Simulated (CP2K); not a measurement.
## Ga under changes of volume

One of the cells (19.595 Å³/atom); the others are scaled copies at fixed shape and fractional positions:

```
Ga
1.0
     4.44827    0.00000    0.00000
    -2.14878    3.89485    0.00000
     0.00000    0.00000    4.52400
Ga
4
Direct
  0.34510 0.65490 0.41900
  0.15490 0.84510 0.91900
  0.65490 0.34510 0.58100
  0.84510 0.15490 0.08100
```

- Program: CP2K 2026.2
- Functional: PBEsol
- Potentials or basis: POTENTIAL_UZH Ga GTH-PBE-q13; TZVP-MOLOPT-PBE-GTH basis
- Density cutoff: 6123 eV
- k mesh: 7 × 7 × 6
- Occupations: fermi-dirac, width 0.05 eV
- Spin: no spin polarisation

| volume (Å³/atom) | energy over the lowest point (meV/atom) | pressure (GPa) | largest force (eV/Å) |
| --- | --- | --- | --- |
| 18.419 | 6.92 | 2.8 | 0.154 |
| 18.811 | 1.79 | 1.4 | 0.155 |
| 19.203 | 0.00 | 0.1 | 0.154 |
| 19.595 | ? | ? | ? |
| 19.987 | 4.76 | -1.9 | 0.152 |
| 20.379 | 10.51 | -2.7 | 0.152 |
| 20.771 | 18.04 | -3.4 | 0.155 |

Problem. What does the run at 19.595 Å³/atom give?

Solution. Energy over the lowest point 1.13 meV/atom; pressure -1.0 GPa; largest force 0.152 eV/Å.

Worked out: A Birch-Murnaghan fit of order 3 (a polynomial in V^(-2/3)) to the other rows has its minimum at 19.24 Å³/atom with B0 = V·E''(V) = 57 GPa and B' = 6.6 at fixed shape and positions, which overstates the stiffness. It gives 1.14 meV/atom at 19.595 Å³/atom, against the run's 1.13, and -dE/dV = -1.0 GPa, against -1.0.

Energies are extrapolated to zero smearing.

Caveats: the potentials were made for another functional, which shifts forces and pressure; the basis of atomic orbitals isn't converged, which shifts pressures, moduli and gaps.
